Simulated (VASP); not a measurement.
Here is a VASP 6.6.1 calculation.

INCAR

```
  PREC = Accurate
  ENCUT = 500
  EDIFF = 1E-6
  ISMEAR = -5
  SIGMA = 0.1
  LREAL = False
  LASPH = True
  NELM = 80
  ALGO = Normal
  ISIF = 2
  LWAVE = False
  LCHARG = False
  GGA = RE
  LUSE_VDW = True
  AGGAC = 0.0
  NBANDS = 13
```

File KPOINTS:

```
Automatic mesh
0
Gamma
  9 9 6
```

POSCAR

```
TiH
1.0
    2.9474928546      0.0000000000      0.0000000000
    0.0000000000      2.9474928546      0.0000000000
    0.0000000000      0.0000000000      4.5681404800
Ti H
2 2
Cartesian
    0.0000000000      1.4737464273      0.0000000000
    1.4737464273      0.0000000000      2.2840702400
    0.0000000000      0.0000000000      3.4261053600
    0.0000000000      0.0000000000      1.1420351200
```

Potentials or basis: VASP PAW PBE potentials, release 54 (Ti, H).

Command:

```console
$ cat potpaw_PBE.54/Ti/POTCAR potpaw_PBE.54/H/POTCAR > POTCAR
$ mpirun -np 1 vasp_std > vasp.out
```

Q: Predict the pressure.

A: 4.7 GPa.

Q: What does it give for the band gap on the k mesh?

A: None (metal or under the smearing width).

Stress tensor (GPa, compression positive):
```
4.17 0.00 0.00
0.00 4.17 0.00
0.00 0.00 5.84
```

Caveat: the PAW data sets were made with another functional, which shifts forces and pressure a little; tetrahedron occupations give inexact forces and stress in metals.
